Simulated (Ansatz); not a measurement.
PbO (Litharge):

```
CELL_PARAMETERS angstrom
3.99000 0.00000 0.00000
0.00000 3.99000 0.00000
0.00000 0.00000 5.01000
ATOMIC_POSITIONS crystal
Pb 0.50000 0.00000 0.76000
Pb 0.00000 0.50000 0.24000
O 0.50000 0.50000 0.00000
O 0.00000 0.00000 0.00000
```

```yaml
Program: Ansatz 0.2.0
Task: single point
Functional: PBE
Potentials_or_basis: all-electron LAPW, scalar-relativistic
Cutoff: 318 eV (chosen from the basis error)
Basis_error_allowed: 0.001 eV/atom
k_mesh: 7 × 7 × 6
Occupations: fermi-dirac, width 0.05 eV
Spin: no spin polarisation
```

On this cell: pressure 3.0 GPa; largest force 0.008 eV/Å; band gap on the k mesh 1.41 eV, indirect (least direct gap 2.39 eV).

The same run follows on a disturbed copy (atoms moved at random, drawn with an rms of 0.05 Å):

```
CELL_PARAMETERS angstrom
3.99000 0.00000 0.00000
0.00000 3.99000 0.00000
0.00000 0.00000 5.01000
ATOMIC_POSITIONS crystal
Pb 0.50251 0.00029 0.76407
Pb 0.98947 0.50782 0.24743
O 0.49476 0.50656 0.99778
O 0.99373 0.01242 0.00824
```

Q: What does the disturbed cell give?

A: The energy moves by +3.7 meV/atom; pressure 2.6 GPa; largest force 0.283 eV/Å; band gap on the k mesh 1.36 eV, indirect (least direct gap 2.31 eV).

Forces on the atoms (eV/Å):
```
Pb  -0.166  0.148  0.015
Pb   0.116  0.019 -0.240
O   -0.048 -0.009  0.279
O    0.099 -0.158 -0.054
```

Stress tensor (GPa, compression positive):
```
 2.38 -0.01  0.55
-0.01  3.86 -0.20
 0.55 -0.20  1.71
```

Caveats: spin-orbit coupling is left out, which as a rule narrows the gap of such compounds by several tenths of an eV; an odd mesh through Γ misses points on the zone boundary, where band edges often lie.
